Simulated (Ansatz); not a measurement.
TaN:

```
CELL_PARAMETERS angstrom
2.92177 0.00000 0.00000
-1.46088 2.53033 0.00000
0.00000 0.00000 5.91652
ATOMIC_POSITIONS crystal
Ta 0.00000 0.00000 0.50000
Ta 0.00000 0.00000 0.00000
N 0.33333 0.66667 0.25000
N 0.66667 0.33333 0.75000
```

The cell comes from a database or a generator and needn't be the stable form of this composition.

Below is the output of Ansatz 0.2.0 for this cell. Logs are shortened: lines on timing, memory, paths and dates and some standing lists are left out, and cuts for length are marked.

```text
Warning: output.stress: scf.convergence.dr2_threshold = 1e-7 eV (the SCF's general default) is looser than the 4e-10 eV advised for a printed stress (1e-10 eV for each atom of the cell: 4). What an SCF threshold leaves in a stress goes as its square root, and in the free energy as the threshold itself, and one threshold admits the most on a small cell: of the crystals measured, under no hybrid functional and no lock of the moments, on runs that ended without the residual-converged pass, on stresses that held no estimate of that error, the worst erred by over 100 MPa in a component at 1e-7 eV an atom and by under 5 at 1e-10. Set scf.convergence.dr2_threshold to 4e-10 eV or tighter. The threshold is an SCF's pass mark: one that does not reach it within its budget of iterations ends unconverged, or closes short of it on a stop that the run arms, and scf.convergence.dr2_threshold's page says what that costs each kind of run
Warning: output.stress: scf.exx.energy_threshold = 1e-6 eV is looser than the 4e-8 eV advised for a stress under a hybrid functional (1e-8 eV for each atom of the cell: 4). Every SCF of the exchange loop can meet its threshold on dr2 while the loop round them stops early: no threshold on dr2 bounds what that leaves in the stress. Set scf.exx.energy_threshold to 4e-8 eV or tighter. The threshold is the loop's pass mark: a loop that does not reach it within its budget of cycles ends unconverged, and scf.exx.energy_threshold's page has the law
Warning: RAYON_NUM_THREADS=2 ignored (pool sized by the plan → 2); use --threads N
Engine: ansatz 0.2.0, aarch64-unknown-linux-gnu
Pseudopotentials: kind: paw
Pseudopotential: Ta, paw, valence charge 13, recommended cutoff 420 eV (normal), Ta.paw.azcp
Pseudopotential: N, paw, valence charge 5, recommended cutoff 420 eV (normal), N.paw.azcp
Functional definition: unnamed
  parameter a_1 = 0.1
  parameter omega_1 = 0.2078699/angstrom
  exchange = pbe_x + (-a_1)*pbe_x_sr(omega_1) + a_1*exact_x_sr(omega_1)
  correlation = pbe_c
Crystal: 4 atoms, lattice volume = 43.741 Å³
Basis set: ecut = 420 eV, 847 PW (Γ), exchange–correlation on 40×40×80 points (8 copies of the dense FFT grid, shifted against one another)
Bands: 22, of which v1, the nominal top of the filled ones, is band 18 counted from 1 (17 counted from 0)
Symmetry: 24 space group operations
Space group: P63/mmc (ITA 194), of the structure as read, at distance tolerance 3.5e-5 Å
k-points: 14 of 108
Non-local potential: Ta, projectors of the file, l = 0: 3, l = 1: 2, l = 2: 2, l = 3: 1
Non-local potential: N, projectors of the file, l = 0: 2, l = 1: 2, l = 2: 1
PAW form: soft (Blöchl's): semilocal exchange-correlation on the pseudo side does not see the compensation charge
PAW frozen core: Ta, regenerated for the run's functional, and the local potential with it (the file was generated under x = pbe(κ = 0.804, μ = 0.2195149727645171), c = pbe(β = 0.06672455060314922))
PAW frozen core: N, regenerated for the run's functional, and the local potential with it (the file was generated under x = pbe(κ = 0.804, μ = 0.2195149727645171), c = pbe(β = 0.06672455060314922))
PAW one-centre angular grid: Ta, 590 points (default); XC on 64 Gauss nodes
[... 52 lines left out ...]
Fermi energy:    19.727774 eV
--- Per-component energies (eV) ---
  E_band       = -139.417349
  E_kinetic    = 995.964369
  E_local      = -1215.250623  (includes V_loc(G=0)·N_el)
  E_nonlocal   = 120.790831
  E_hartree    = 407.241103
  E_xc         = -514.358308
  E_vxc        = -517.723713  (∫ρ·V_xc dr)
  E_exx        = -39.641686  (= α·E_x^exact, valence–valence)
  E_paw        = -17053.049604  (= ΣΔE_a)
  E_vpaw       = -258.397042  (= ΣTr[D̂ρ^β])
  E_aug_tail   = 0.000429  (compensation charges beyond the density's cutoff)
  E_ewald      = -3335.549875
  E_core_change = -2.735307  (= ΣΔE_core)
  E_smearing   = -0.006278  (= −TS)
  E_closure    = -0.000002  (closes the sum)
  Σ components = -20636.594951   (vs F -20636.594951, Δ=0.00e0)
--- Forces (eV/Å), atoms counted from 1 ---
  atom   1  Ta     0.00000000    -0.00000000     0.00000000
  atom   2  Ta     0.00000000     0.00000000     0.00000000
  atom   3  N     -0.00000000    -0.00000000    -0.00000000
  atom   4  N      0.00000000     0.00000000     0.00000000
  max |Σ_I F_I| component: 3.70e-17 eV/Å
--- Stress (GPa, compression-positive) ---
       -4.078010      -0.000000      -0.000000
       -0.000000      -4.078010      -0.000000
       -0.000000      -0.000000      -6.558315
  P = ⅓ Tr σ = -4.9048 GPa (-49.048 kbar)
--- Band table (eV; the first three rows and the last of 14) ---
  k-point 0: bands = ["-50.1033", "-50.0648", "-16.6654", "-15.8738", "-15.6200", "-15.6200", "-15.5561", "-15.5561", "1.5184", "3.9468", "10.1756", "14.7804", "14.7804", "15.4079", "16.1521", "17.7263", "17.7263", "19.7737", "19.7737", "20.6121", "20.6121", "22.4706"]
  k-point 1: bands = ["-50.0937", "-50.0744", "-16.4775", "-16.0822", "-15.6042", "-15.6042", "-15.5722", "-15.5722", "2.0348", "3.2120", "11.2670", "13.5001", "15.2439", "15.2439", "16.5149", "16.5149", "17.9731", "20.6693", "20.8235", "20.8235", "20.8802", "20.8802"]
  k-point 2: bands = ["-50.0814", "-50.0433", "-16.5955", "-15.9227", "-15.8364", "-15.8297", "-15.6853", "-15.6163", "2.1014", "3.7648", "11.1172", "14.4036", "14.8654", "14.8936", "15.2100", "16.2933", "16.9575", "19.8061", "20.5212", "20.7899", "21.8186", "22.7477"]
  k-point 13: bands = ["-49.9952", "-49.9768", "-16.3862", "-16.3862", "-16.3240", "-16.3240", "-16.1845", "-15.8553", "3.8948", "3.8948", "12.4466", "12.4466", "12.9991", "13.7493", "13.7493", "14.7594", "19.5472", "19.5472", "22.2203", "22.2203", "22.5906", "24.0274"]
```

Write the input and the command behind it.

Single point with HSE06 form with a typed share of exact exchange, no spin polarisation. The files as run (others can give the same):

input.yaml
```yaml
crystal:
  lattice:
    - [2.9217699809, 0.0, 0.0]
    - [-1.4608849905, 2.5303270275, 0.0]
    - [0.0, 0.0, 5.916515]
  atoms:
    - { symbol: Ta, position: [0.0, 0.0, 0.5] }
    - { symbol: Ta, position: [0.0, 0.0, 0.0] }
    - { symbol: "N", position: [0.3333333333, 0.6666666667, 0.25] }
    - { symbol: "N", position: [0.6666666667, 0.3333333333, 0.75] }
hamiltonian:
  xc:
    exchange: pbe
    correlation: pbe
    exx: { coeff: 0.1, omega: 0.2078699 }
  pseudopotentials: { kind: paw }
kpoints:
  mp_grid: { grid: [6, 6, 3] }
scf:
  occupations: { method: fermi_dirac, width: 0.05 }
output:
  forces: true
  stress: true
  eigenvalues: true
```

Potentials or basis: Ansatz PAW.
Run with:
```bash
$ ansatz run input.yaml --threads 2 --pin off --max-ram 5632MiB --backend cpu --events-out ev --progress --plain --runs-dir out
```

Caveat: the k mesh is coarse (spacing up to 0.41 Å⁻¹), so the values aren't converged, least of all with exact exchange; the pressure holds a Pulay correction of +0.4 GPa for the finite cutoff; the PAW data sets come from PBE, with cores solved anew for the run's functional, which leaves a small shift of forces and pressure; the thresholds are loose for stress.
